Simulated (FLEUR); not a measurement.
# BN (F-43m) in FLEUR: notebook

One crystal, BN, is run at these levels: PBEsol; tasks: equation of state.

Program: FLEUR MaX-R8.1 (later development tree). These are calculated values, not measurements. Logs are shortened: lines on timing, memory, paths and dates and some standing lists are left out, and cuts for length are marked.

**What was measured.**

From “Effect of nanostructuration on compressibility of cubic BN”, 2012, arxiv:1208.3664, for a bulk crystal of BN at 300 K: bulk modulus 395 ± 2 GPa.

The runs below are set against these values where they give the same quantity.

## 1. Starting point

It takes space group F-43m (No. 216, cubic). Conventional cell: a = 3.626 Å, b = 3.626 Å, c = 3.626 Å, α = 90.00°, β = 90.00°, γ = 90.00°. Around N (site symmetry -43m) lie 4 B at 1.57 Å. Around B (site symmetry -43m) lie 4 N at 1.57 Å.

The cell is a database's computed one.

## 2. Equation of state, PBEsol, 5.60 Å³/atom (volume scaled by 0.94)

Contents of inp.xml:

```xml
<?xml version="1.0" encoding="UTF-8" standalone="no"?>
<fleurInput fleurInputVersion="0.39">
   <comment>
      BN                                                                                                  
   </comment>
   <calculationSetup>
      <cutoffs Kmax="5.41" Gmax="16.8" GmaxXC="16.8" numbands="0"/>
      <scfLoop itmax="60" minDistance="0.00001" maxIterBroyd="15" imix="Anderson" alpha="0.05" precondParam="0.0" spinf="2.0" sdNocoIR="T"/>
      <coreElectrons ctail="T" frcor="F" kcrel="0" coretail_lmax="0"/>
      <xcFunctional name="PBEs" relativisticCorrections="F"/>
      <magnetism jspins="1"/>
      <soc l_soc="F" theta="0.0" phi="0.0" spav="F"/>
      <expertModes spex="0" secvar="F"/>
      <geometryOptimization l_f="F" forcealpha="1.0" forcemix="BFGS" epsdisp="0.00001" epsforce="0.00001"/>
      <ldaU l_linMix="F" mixParam="0.05" spinf="1.0"/>
   </calculationSetup>
   <cell>
      <bzIntegration valenceElectrons="8.0" mode="hist" fermiSmearingEnergy="0.00183747">
         <kPointListSelection listName="default-1"/>
         <!-- k-points included here -->
         <xi:include xmlns:xi="http://www.w3.org/2001/XInclude" href="kpts.xml"> </xi:include>
      </bzIntegration>
      <!-- symmetry operations included here -->
      <xi:include xmlns:xi="http://www.w3.org/2001/XInclude" href="sym.xml"> </xi:include>
      <bulkLattice scale="0.9795861087">
         <bravaisMatrix>
            <row-1>    0.0000000000000000     3.4260753536259245     3.4260753536259245</row-1>
            <row-2>    3.4260753536259245     0.0000000000000000     3.4260753536259245</row-2>
            <row-3>    3.4260753536259245     3.4260753536259245     0.0000000000000000</row-3>
         </bravaisMatrix>
      </bulkLattice>
   </cell>
   <atomSpecies>
      <species name="Nitrogen (N)" element="N" atomicNumber="7">
         <mtSphere radius="1.33" gridPoints="453" logIncrement="0.023"/>
         <atomicCutoffs lmax="8" lnonsphr="8"/>
         <electronConfig flipSpins="F">
            <coreConfig>(1s1/2)</coreConfig>
            <valenceConfig>(2s1/2) (2p1/2) (2p3/2)</valenceConfig>
            <stateOccupation state="(2p1/2)" spinUp="0.500000" spinDown="0.500000"/>
            <stateOccupation state="(2p3/2)" spinUp="1.000000" spinDown="1.000000"/>
         </electronConfig>
         <energyParameters s="2" p="2" d="3" f="4"/>
         <lo type="SCLO" l="0" n="2" eDeriv="2"/>
         <lo type="SCLO" l="1" n="2" eDeriv="2"/>
         <lo type="SCLO" l="2" n="3" eDeriv="2"/>
      </species>
      <species name="Boron (B)" element="B" atomicNumber="5">
         <mtSphere radius="1.33" gridPoints="453" logIncrement="0.022"/>
         <atomicCutoffs lmax="8" lnonsphr="8"/>
         <electronConfig flipSpins="F">
            <coreConfig>(1s1/2)</coreConfig>
            <valenceConfig>(2s1/2) (2p1/2) (2p3/2)</valenceConfig>
            <stateOccupation state="(2p1/2)" spinUp="0.166667" spinDown="0.166667"/>
            <stateOccupation state="(2p3/2)" spinUp="0.333333" spinDown="0.333333"/>
         </electronConfig>
         <energyParameters s="2" p="2" d="3" f="4"/>
         <lo type="SCLO" l="0" n="2" eDeriv="2"/>
         <lo type="SCLO" l="1" n="2" eDeriv="2"/>
         <lo type="SCLO" l="2" n="3" eDeriv="2"/>
      </species>
   </atomSpecies>
   <atomGroups>
      <atomGroup species="Nitrogen (N)">
         <relPos label="                   1">1.000/4.000 1.000/4.000 1.000/4.000</relPos>
         <force calculate="T" relaxXYZ="TTT"/>
      </atomGroup>
      <atomGroup species="Boron (B)">
         <relPos label="                   2">.0000000000 .0000000000 .0000000000</relPos>
         <force calculate="T" relaxXYZ="TTT"/>
      </atomGroup>
   </atomGroups>
   <output dos="F" band="F" slice="F">
      <checks vchk="F" cdinf="F"/>
      <bandDOS minEnergy="-.5*Htr" maxEnergy="0.5*Htr" sigma="0.015" storeEVData="T"/>
      <vacuumDOS vacdos="F" integ="F" star="F" nstars="0" locx1="0.0" locy1="0.0" locx2="0.0" locy2="0.0" nstm="0" tworkf="0.0"/>
      <unfoldingBand unfoldBand="F" supercellX="1" supercellY="1" supercellZ="1"/>
      <plotting iplot="0" polar="F">
         <plot TwoD="T" vec1="  1.0  0.0  0.0" vec2="  0.0  1.0  0.0" vec3="  0.0  0.0  1.0" zero="  0.0  0.0  0.0" file="plot"/>
      </plotting>
      <chargeDensitySlicing numkpt="0" minEigenval="0.0" maxEigenval="0.0" nnne="0" pallst="F"/>
      <specialOutput eonly="F"/>
      <moessbauerParams electricFieldGradient="T" isomerShift="T" coreHyperfine="T" valenceHyperfine="T"/>
      <magneticCircularDichroism mcd="F" energyLo="-10.0" energyUp="0.0"/>
   </output>
  <!-- We include the file relax.xml here to enable relaxations (see documentation) -->
  <xi:include xmlns:xi="http://www.w3.org/2001/XInclude" href="relax.xml"> <xi:fallback/> </xi:include>
</fleurInput>
```

Potentials or basis: all-electron, FLAPW.

Command:

```
$ inpgen -f crystal.txt -profile fastHighL
$ # inp.xml edited to the form shown
$ fleur_MPI
```

The log of the run:

```text
Welcome to FLEUR        (www.flapw.de)
      MaX-Release 8.1          (www.max-centre.eu)

 ========== k-point set info ==========
 Selected k-point list: default-1
 k-point list type: mesh
 13 x 13 x 13
 Number of k points: 84

 ------------Calculation Setup---------------------------
 Number of MPI-tasks      :            1
 Number of PE/node        :            1
 Number of OMP-threads    :            1
 Most efficient MPI parallelization for:
           1           2           3           4           6           7          12          14          21          28          42          84
 Additional eigenvalue parallelization possible
 Number of basis functions:          238
 Approximate size of matrices (H+S) per k-point:         0.002 GB
 --------------------------------------------------------
Nuclear radius smaller than smallest radial mesh point for atom type 2 -- skipping its core isomer shift
Nuclear radius smaller than smallest radial mesh point for atom type 2 -- skipping its isomer shift
 Iteration:     1   Distance:      30.42958151 me/bohr^3
Nuclear radius smaller than smallest radial mesh point for atom type 2 -- skipping its core isomer shift
Nuclear radius smaller than smallest radial mesh point for atom type 2 -- skipping its isomer shift
 Iteration:     2   Distance:      27.69585769 me/bohr^3
Nuclear radius smaller than smallest radial mesh point for atom type 2 -- skipping its core isomer shift
Nuclear radius smaller than smallest radial mesh point for atom type 2 -- skipping its isomer shift
 Iteration:     3   Distance:      11.73874578 me/bohr^3
Nuclear radius smaller than smallest radial mesh point for atom type 2 -- skipping its core isomer shift
Nuclear radius smaller than smallest radial mesh point for atom type 2 -- skipping its isomer shift
 Iteration:     4   Distance:       3.58464962 me/bohr^3
Nuclear radius smaller than smallest radial mesh point for atom type 2 -- skipping its core isomer shift
Nuclear radius smaller than smallest radial mesh point for atom type 2 -- skipping its isomer shift
 Iteration:     5   Distance:       1.27734417 me/bohr^3
Nuclear radius smaller than smallest radial mesh point for atom type 2 -- skipping its core isomer shift
Nuclear radius smaller than smallest radial mesh point for atom type 2 -- skipping its isomer shift
 Iteration:     6   Distance:       0.36218940 me/bohr^3
Nuclear radius smaller than smallest radial mesh point for atom type 2 -- skipping its core isomer shift
Nuclear radius smaller than smallest radial mesh point for atom type 2 -- skipping its isomer shift
 Iteration:     7   Distance:       0.13617436 me/bohr^3
Nuclear radius smaller than smallest radial mesh point for atom type 2 -- skipping its core isomer shift
Nuclear radius smaller than smallest radial mesh point for atom type 2 -- skipping its isomer shift
 Iteration:     8   Distance:       0.05685363 me/bohr^3
Nuclear radius smaller than smallest radial mesh point for atom type 2 -- skipping its core isomer shift
Nuclear radius smaller than smallest radial mesh point for atom type 2 -- skipping its isomer shift
 Iteration:     9   Distance:       0.01270528 me/bohr^3
Nuclear radius smaller than smallest radial mesh point for atom type 2 -- skipping its core isomer shift
Nuclear radius smaller than smallest radial mesh point for atom type 2 -- skipping its isomer shift
 Iteration:    10   Distance:       0.00033936 me/bohr^3
Nuclear radius smaller than smallest radial mesh point for atom type 2 -- skipping its core isomer shift
Nuclear radius smaller than smallest radial mesh point for atom type 2 -- skipping its isomer shift
 Iteration:    11   Distance:       0.00039963 me/bohr^3
Nuclear radius smaller than smallest radial mesh point for atom type 2 -- skipping its core isomer shift
Nuclear radius smaller than smallest radial mesh point for atom type 2 -- skipping its isomer shift
 Iteration:    12   Distance:       0.00002986 me/bohr^3
Nuclear radius smaller than smallest radial mesh point for atom type 2 -- skipping its core isomer shift
Nuclear radius smaller than smallest radial mesh point for atom type 2 -- skipping its isomer shift
 Iteration:    13   Distance:       0.00001305 me/bohr^3
Nuclear radius smaller than smallest radial mesh point for atom type 2 -- skipping its core isomer shift
Nuclear radius smaller than smallest radial mesh point for atom type 2 -- skipping its isomer shift
 Iteration:    14   Distance:       0.00000120 me/bohr^3

 ********************************************************************
 Run finished successfully
 Stop message:
   all done
 ********************************************************************
```

It took 37 s on 1 thread of Arm Neoverse V2, shared host; peak memory 0.05 GiB.

Results:

- Free energy: -2160.2083 eV
- Band gap on the k mesh: 4.42 eV, indirect (least direct gap 9.01 eV)
- Valence electrons inside the program's atomic spheres: N 3.23; B 1.06 (radii N 1.33, B 1.33 bohr)

Caveat: an odd mesh through Γ misses points on the zone boundary, where band edges often lie.

## 3. Equation of state, PBEsol, 5.72 Å³/atom (volume scaled by 0.96)

Edit inp.xml of step 2 so:

```diff
@@ -24,3 +24,3 @@
       <xi:include xmlns:xi="http://www.w3.org/2001/XInclude" href="sym.xml"> </xi:include>
-      <bulkLattice scale="0.9795861087">
+      <bulkLattice scale="0.9864848297">
          <bravaisMatrix>
```

Potentials or basis: all-electron, FLAPW.

Command:

```
$ inpgen -f crystal.txt -profile fastHighL
$ # inp.xml edited to the form shown
$ fleur_MPI
```

It took 38 s on 1 thread of Arm Neoverse V2, shared host; peak memory 0.05 GiB.

The run converged. Its results:

| Quantity | Value |
| --- | --- |
| Free energy | -2160.2296 eV |
| Band gap on the k mesh | 4.39 eV, indirect (least direct gap 8.91 eV) |
| Valence electrons inside the program's atomic spheres | N 3.22; B 1.04 (radii N 1.33, B 1.33 bohr) |

Caveat: an odd mesh through Γ misses points on the zone boundary, where band edges often lie.

## 4. Equation of state, PBEsol, 5.84 Å³/atom (volume scaled by 0.98)

Edit inp.xml of step 3 so:

```diff
@@ -24,3 +24,3 @@
       <xi:include xmlns:xi="http://www.w3.org/2001/XInclude" href="sym.xml"> </xi:include>
-      <bulkLattice scale="0.9864848297">
+      <bulkLattice scale="0.9932883884">
          <bravaisMatrix>
```

Command:

```
$ inpgen -f crystal.txt -profile fastHighL
$ # inp.xml edited to the form shown
$ fleur_MPI
```

Wall time 39 s (1 thread of Arm Neoverse V2, shared host); peak memory 0.05 GiB.

The run converged. Its results:

```yaml
Free_energy: -2160.2377 eV
Band_gap_on_the_k_mesh: 4.37 eV, indirect (least direct gap 8.81 eV)
Valence_electrons_inside_the_program's_atomic_spheres: N 3.20; B 1.02 (radii N 1.33, B 1.33 bohr)
```

Caveat: an odd mesh through Γ misses points on the zone boundary, where band edges often lie.

## 5. Equation of state, PBEsol, 5.96 Å³/atom

Edit inp.xml of step 4 so:

```diff
@@ -24,3 +24,3 @@
       <xi:include xmlns:xi="http://www.w3.org/2001/XInclude" href="sym.xml"> </xi:include>
-      <bulkLattice scale="0.9932883884">
+      <bulkLattice scale="1.0000000000">
          <bravaisMatrix>
```

Command:

```
$ inpgen -f crystal.txt -profile fastHighL
$ # inp.xml edited to the form shown
$ fleur_MPI
```

It took 40 s on 1 thread of Arm Neoverse V2, shared host; peak memory 0.05 GiB.

The run converged. Its results:

```yaml
Free_energy: -2160.2340 eV
Band_gap_on_the_k_mesh: 4.34 eV, indirect (least direct gap 8.72 eV)
Valence_electrons_inside_the_program's_atomic_spheres: N 3.18; B 1.00 (radii N 1.33, B 1.33 bohr)
```

Caveat: an odd mesh through Γ misses points on the zone boundary, where band edges often lie.

## 6. Equation of state, PBEsol, 6.08 Å³/atom (volume scaled by 1.02)

Edit inp.xml of step 5 so:

```diff
@@ -24,3 +24,3 @@
       <xi:include xmlns:xi="http://www.w3.org/2001/XInclude" href="sym.xml"> </xi:include>
-      <bulkLattice scale="1.0000000000">
+      <bulkLattice scale="1.0066227096">
          <bravaisMatrix>
```

Potentials or basis: all-electron, FLAPW.

Command:

```
$ inpgen -f crystal.txt -profile fastHighL
$ # inp.xml edited to the form shown
$ fleur_MPI
```

Wall time 39 s (1 thread of Arm Neoverse V2, shared host); peak memory 0.05 GiB.

The run converged. Its results:

```yaml
Free_energy: -2160.2195 eV
Band_gap_on_the_k_mesh: 4.32 eV, indirect (least direct gap 8.63 eV)
Valence_electrons_inside_the_program's_atomic_spheres: N 3.17; B 0.99 (radii N 1.33, B 1.33 bohr)
```

Caveat: an odd mesh through Γ misses points on the zone boundary, where band edges often lie.

## 7. Equation of state, PBEsol, 6.20 Å³/atom (volume scaled by 1.04)

Edit inp.xml of step 6 so:

```diff
@@ -24,3 +24,3 @@
       <xi:include xmlns:xi="http://www.w3.org/2001/XInclude" href="sym.xml"> </xi:include>
-      <bulkLattice scale="1.0066227096">
+      <bulkLattice scale="1.0131594038">
          <bravaisMatrix>
```

Command:

```
$ inpgen -f crystal.txt -profile fastHighL
$ # inp.xml edited to the form shown
$ fleur_MPI
```

It took 40 s on 1 thread of Arm Neoverse V2, shared host; peak memory 0.05 GiB.

The run converged. Its results:

```
Free energy                                           : -2160.1952 eV
Band gap on the k mesh                                : 4.30 eV, indirect (least direct gap 8.54 eV)
Valence electrons inside the program's atomic spheres : N 3.15; B 0.97 (radii N 1.33, B 1.33 bohr)
```

Caveat: an odd mesh through Γ misses points on the zone boundary, where band edges often lie.

## 8. Equation of state, PBEsol, 6.32 Å³/atom (volume scaled by 1.06)

Edit inp.xml of step 7 so:

```diff
@@ -24,3 +24,3 @@
       <xi:include xmlns:xi="http://www.w3.org/2001/XInclude" href="sym.xml"> </xi:include>
-      <bulkLattice scale="1.0131594038">
+      <bulkLattice scale="1.0196128224">
          <bravaisMatrix>
```

Command:

```
$ inpgen -f crystal.txt -profile fastHighL
$ # inp.xml edited to the form shown
$ fleur_MPI
```

It took 42 s on 1 thread of Arm Neoverse V2, shared host; peak memory 0.05 GiB.

It converged, with:

```
Free energy                                           : -2160.1619 eV
Band gap on the k mesh                                : 4.28 eV, indirect (least direct gap 8.45 eV)
Valence electrons inside the program's atomic spheres : N 3.14; B 0.96 (radii N 1.33, B 1.33 bohr)
```

Caveat: an odd mesh through Γ misses points on the zone boundary, where band edges often lie.

## 9. Equation of state, PBEsol

Potentials or basis: all-electron, FLAPW.

No new run: the results of the series are fitted here.

What came out:

- Equilibrium volume: 5.86 Å³/atom
- Bulk modulus: 386 GPa
- Pressure derivative of the bulk modulus: 3.7

Energy against volume, from the lowest point:
```
volume (Å³/atom)  energy (meV/atom)
           5.602              14.70
           5.721               4.06
           5.840               0.00
           5.959               1.86
           6.078               9.11
           6.198              21.25
           6.317              37.90
```

## 10. How close it comes

Step 9. A measured bulk modulus of BN is 395 GPa (300 K; quoted in “Effect of nanostructuration on compressibility of cubic BN”, 2012, arxiv:1208.3664); the calculated 386 GPa misses it by -2.3 %. The fit is for a static lattice scaled at fixed shape and fixed fractional positions.
